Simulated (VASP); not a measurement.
## W: single point with AM05

W:

```
CELL_PARAMETERS angstrom
-1.65781 1.65781 1.65781
1.65781 -1.65781 1.65781
1.65781 1.65781 -1.65781
ATOMIC_POSITIONS crystal
W 0.00000 0.00000 0.00000
```

The cell isn't the ideal one: volume scaled by 1.15.

```json
{"Program": "VASP 6.6.1", "Task": "single point", "Functional": "AM05", "Potentials or basis": "VASP PAW PBE potentials, release 64 (W_sv)", "Cutoff": "520 eV", "k mesh": "12 × 12 × 12", "Occupations": "tetrahedron", "Spin": "no spin polarisation"}
```

The pressure is -36.2 GPa. The band gap on the k mesh is none (metal or under the smearing width).

Levels at points of the mesh, in eV from the Fermi level:
| k point | band 4 | band 5 | band 6 | band 7 | band 8 | band 9 | band 10 | band 11 |
| --- | --- | --- | --- | --- | --- | --- | --- | --- |
| (0.00, 0.00, 0.00) | -38.15 | -8.89 | -1.04 | -1.04 | -1.04 | 1.87 | 1.87 | 14.17 |
| (0.50, 0.00, 0.00) | -38.15 | -5.45 | -2.97 | 0.27 | 1.72 | 2.53 | 4.97 | 8.96 |
| (0.50, 0.50, 0.50) | -38.72 | -4.85 | -4.85 | 4.20 | 4.20 | 4.20 | 7.21 | 7.21 |

It took 30 s on 1 thread of Intel(R) Xeon(R) Platinum 8375C CPU @ 2.90GHz (Ice Lake), with other jobs on the host, peak memory 0.15 GiB.

Caveat: the PAW data sets were made with another functional, which shifts forces and pressure a little; tetrahedron occupations give inexact forces and stress in metals. Spin-orbit coupling is left out, which matters for the levels of W.
